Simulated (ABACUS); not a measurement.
Crystal: MoS2.

```
Mo S
1.0
     3.22746    0.00000    0.00000
    -1.61373    2.79507    0.00000
     0.00000    0.00000    6.31247
Mo S
1 2
Direct
  0.00000 0.00000 0.50000
  0.66667 0.33333 0.74468
  0.33333 0.66667 0.25532
```

Measurements of this composition are mostly on another form, of space group No. 194.

| Quantity | Value |
| --- | --- |
| Program | ABACUS 3.10.1 |
| Task | single point |
| Functional | PBEsol |
| Potentials or basis | PseudoDojo NC SR 0.4.1 PBEsol standard |
| Cutoff | 1102 eV |
| Density cutoff | 4408 eV |
| Basis | plane waves |
| k mesh | 9 × 9 × 4 |
| Occupations | fermi-dirac, width 0.05 eV |
| Spin | no spin polarisation |

On this cell: pressure -3.4 GPa; largest force 0.031 eV/Å; band gap on the k mesh none (metal or under the smearing width).

The same run follows on a disturbed copy (atoms moved at random, drawn with an rms of 0.05 Å):

```xyz
3
Lattice="3.2275 0.0000 0.0000 -1.6137 2.7951 0.0000 0.0000 0.0000 6.3125" Properties=species:S:1:pos:R:3 pbc="T T T"
Mo    0.0102   -0.0511    3.1518
S     1.5961    0.9007    4.7232
S    -0.0311    1.9199    1.5943
```

Task: What changes?

Result: The energy (extrapolated to zero smearing) moves by +12.0 meV/atom; pressure -4.8 GPa; largest force 0.556 eV/Å; band gap on the k mesh none (metal or under the smearing width).

Forces in eV/Å, atoms in the order of the input:
```
Mo  -0.257  0.374  0.262
S    0.052  0.131 -0.370
S    0.205 -0.505  0.108
```

Stress tensor (GPa, compression positive):
```
-4.62 -0.42 -0.66
-0.42 -6.43  2.73
-0.66  2.73 -3.24
```

Caveats: this functional lacks dispersion, which binds the layers, so the pressure and a relaxed spacing across them are unreliable (some runs).
